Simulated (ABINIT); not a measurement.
# Ge (Cmcm) in ABINIT: equation of state

Aim: energy against volume of Ge in PBE, for its equilibrium volume and stiffness.

Program: ABINIT 10.8.3 (patched build). These are calculated values, not measurements. Logs are shortened: lines on timing, memory, paths and dates and some standing lists are left out, and cuts for length are marked. The log counts tension as positive stress, the text compression.

## 1. Starting point

The structure is orthorhombic, space group Cmcm (No. 63). The conventional cell has a = 2.976 Å, b = 5.189 Å, c = 4.728 Å, α = 90.00°, β = 90.00°, γ = 90.00°. Ge (site symmetry m2m) has 12 Ge at 2.92 to 2.99 Å as nearest neighbours.

This isn't the form of Ge at room conditions, which is diamond.

## 2. Equation of state, PBE

run.abi

```
# Datasets: one volume each
ndtset 7
getwfk -1
scalecart1 3*0.9795861087
scalecart2 3*0.9864848297
scalecart3 3*0.9932883884
scalecart4 3*1.0000000000
scalecart5 3*1.0066227096
scalecart6 3*1.0131594038
scalecart7 3*1.0196128224

# Pseudopotentials
pp_dirpath "./"
pseudos "Ge.GGA_PBE-JTH.xml"

# Structure
acell 3*1.0
rprim
     2.8120124872    -4.9032527413     0.0000000000
     2.8120124872     4.9032527413     0.0000000000
     0.0000000000     0.0000000000     8.9338612710
ntypat 1
znucl 32
natom 2
typat 1 1
chkprim 0
chksymtnons 0
tolsym 1.0e-6
xred
     0.3334466300     0.6665533700     0.2500000000
     0.6665533700     0.3334466300     0.7500000000

# Plane-wave basis
ecut 22.0
pawecutdg 44.0
pawxcdev 0

# k points
kptopt 1
ngkpt 10 10 6
nshiftk 1
shiftk 0.0 0.0 0.0

# Exchange and correlation
ixc 11

# Bands and occupations
nband 18
occopt 3
tsmear 0.05 eV

# SCF cycle
nstep 100
tolvrs 1.0e-9

# Output
iomode 3
prtwf 1
prtden 0
prteig 0
prtebands 0
```

Potentials or basis: JTH PAW PBE v2.0.

Launch:

```console
$ abinit run.abi > log 2>&1
```

run.abo:

```text
.Version 10.8.3 of ABINIT
 DATASET    1 : space group Cm c m (# 63); Bravais oC (1-face-center ortho.)
================================================================================
 Values of the parameters that define the memory need for DATASET  1.
     intxc =       0    ionmov =       0      iscf =      17    lmnmax =      18
     lnmax =       6     mgfft =      40  mpssoang =       3    mqgrid =    3001
     natom =       2  nloc_mem =       2    nspden =       1   nspinor =       1
    nsppol =       1      nsym =       8    n1xccc =       1    ntypat =       1
    occopt =       3   xclevel =       2
       mpw =        1153          nfft =       23040          nkpt =         124
 PAW method is used; the additional fine FFT grid is defined by:
   mgfftf=        54    nfftf =     69984
================================================================================
================================================================================
[... 71 lines left out ...]
 DATASET    7 : space group Cm c m (# 63); Bravais oC (1-face-center ortho.)
================================================================================
 Values of the parameters that define the memory need for DATASET  7.
     intxc =       0    ionmov =       0      iscf =      17    lmnmax =      18
     lnmax =       6     mgfft =      40  mpssoang =       3    mqgrid =    3001
     natom =       2  nloc_mem =       2    nspden =       1   nspinor =       1
    nsppol =       1      nsym =       8    n1xccc =       1    ntypat =       1
    occopt =       3   xclevel =       2
       mpw =        1308          nfft =       29160          nkpt =         124
 PAW method is used; the additional fine FFT grid is defined by:
   mgfftf=        60    nfftf =     77760
================================================================================
================================================================================

--------------------------------------------------------------------------------
------------- Echo of variables that govern the present computation ------------
--------------------------------------------------------------------------------
 -outvars: echo values of preprocessed input variables --------
            acell      1.0000000000E+00  1.0000000000E+00  1.0000000000E+00 Bohr
              amu      7.26100000E+01
          chkprim           0
      chksymtnons           0
             ecut      2.20000000E+01 Hartree
           getwfk          -1
                       outvar_i_n : Printing only first  50 k-points.
              ixc          11
           jdtset        1    2    3    4    5    6    7
                       outvar_i_n : Printing only first  50 k-points.
         kptrlatt       10    0    0      0   10    0      0    0    6
          kptrlen1     5.25089184E+01
          kptrlen2     5.28787117E+01
          kptrlen3     5.32434040E+01
          kptrlen4     5.36031676E+01
          kptrlen5     5.39581658E+01
          kptrlen6     5.43085534E+01
[... 87 lines left out ...]
            znucl       32.00000

================================================================================

 chkinp: Checking input parameters for consistency, jdtset=   1.

 chkinp: Checking input parameters for consistency, jdtset=   2.
[... 40 lines left out ...]
 getcut: wavevector=  0.0000  0.0000  0.0000  ngfft=  36  36  54
         ecut(hartree)=     44.000   => boxcut(ratio)=   2.06643

--- Pseudopotential description ------------------------------------------------
- pspini: atom type   1  psp file is ./Ge.GGA_PBE-JTH.xml
 Pseudopotential format is: paw10
 basis_size (lnmax)=  6 (lmn_size= 18), orbitals=   0   0   1   1   2   2
 Spheres core radius: rc_sph= 2.30476891
 Shapefunction is SIN type: shapef(r)=[sin(pi*r/rshp)/(pi*r/rshp)]**2
 Radius for shape functions =  1.99988291
 Compensation charge density is not taken into account in XC energy/potential

   1.13473484E+03                                ecore*ucvol(ha*bohr**3)
--------------------------------------------------------------------------------

================================================================================

--- !BeginCycle
iteration_state: {dtset: 1, }
solver: {iscf: 17, nstep: 100, nline: 4, wfoptalg: 10, }
tolerances: {tolvrs: 1.00E-09, }
...
[... 1266 lines left out ...]
-Cartesian components of stress tensor (GPa)         [Pressure= -5.5213E-01 GPa]
- sigma(1 1)=  1.25730286E+00  sigma(3 2)=  0.00000000E+00
- sigma(2 2)=  1.22279582E+00  sigma(3 1)=  0.00000000E+00
- sigma(3 3)= -8.23709597E-01  sigma(2 1)=  0.00000000E+00

== END DATASET(S) ==============================================================
================================================================================

 -outvars: echo values of variables after computation  --------
            acell      1.0000000000E+00  1.0000000000E+00  1.0000000000E+00 Bohr
           etotal1    -1.9113083564E+02
           etotal2    -1.9113244573E+02
           etotal3    -1.9113371076E+02
           etotal4    -1.9113465130E+02
           etotal5    -1.9113529898E+02
           etotal6    -1.9113568040E+02
           etotal7    -1.9113582623E+02
            fcart1     4.4387680741E-21 -7.8059652871E-05 -1.8028043908E-31
                      -4.4387680741E-21  7.8059652871E-05  1.8028043908E-31
            fcart2    -2.2910500501E-21 -4.5439396807E-05 -0.0000000000E+00
                       2.2910500501E-21  4.5439396807E-05 -0.0000000000E+00
            fcart3    -2.8167513724E-21 -2.3930643797E-05 -5.3338048402E-31
                       2.8167513724E-21  2.3930643797E-05  5.3338048402E-31
            fcart4     3.2380665717E-22 -1.3703416669E-05 -0.0000000000E+00
                      -3.2380665717E-22  1.3703416669E-05 -0.0000000000E+00
            fcart5    -2.5093127520E-23 -4.8323719281E-07 -1.5350854456E-31
                       2.5093127520E-23  4.8323719281E-07  1.5350854456E-31
[... 38 lines left out ...]
                       0.0000000000E+00  0.0000000000E+00  0.0000000000E+00
           xangst1     1.4576759734E+00  8.4666469497E-01  1.1577717901E+00
                       1.4576759734E+00 -8.4666469497E-01  3.4733153702E+00
           xangst2     1.4679416353E+00  8.5262731883E-01  1.1659253812E+00
                       1.4679416353E+00 -8.5262731883E-01  3.4977761435E+00
           xangst3     1.4780656907E+00  8.5850769311E-01  1.1739665000E+00
                       1.4780656907E+00 -8.5850769311E-01  3.5218995000E+00
           xangst4     1.4880529240E+00  8.6430859671E-01  1.1818989467E+00
                       1.4880529240E+00 -8.6430859671E-01  3.5456968401E+00
           xangst5     1.4979078664E+00  8.7003266155E-01  1.1897263202E+00
                       1.4979078664E+00 -8.7003266155E-01  3.5691789606E+00
           xangst6     1.5076348133E+00  8.7568238254E-01  1.1974520322E+00
                       1.5076348133E+00 -8.7568238254E-01  3.5923560966E+00
           xangst7     1.5172378417E+00  8.8126012772E-01  1.2050793208E+00
                       1.5172378417E+00 -8.8126012772E-01  3.6152379625E+00
             xred      3.3344663000E-01  6.6655337000E-01  2.5000000000E-01
                       6.6655337000E-01  3.3344663000E-01  7.5000000000E-01
 Calculation completed.
```

Wall time 9.3 min (1 thread of Arm Neoverse V1, shared host); peak memory 0.22 GiB.

Results:

```yaml
Equilibrium_volume: "19.40 Å³/atom (rough: see the caveat)"
Bulk_modulus_at_fixed_shape_and_positions: 69 GPa (rough)
```

Energy against volume, from the lowest point:
| volume (Å³/atom) | energy (meV/atom) |
| --- | --- |
| 17.158 | 67.90 |
| 17.523 | 45.99 |
| 17.888 | 28.78 |
| 18.253 | 15.99 |
| 18.618 | 7.17 |
| 18.984 | 1.98 |
| 19.349 | 0.00 |

Caveat: pressures at fixed basis lie under the slope of the energies; the minimum lies outside the volumes run; the cell was scaled at fixed shape and fractional positions, which overstates the stiffness of a crystal with free parameters, most of all of layers and chains.
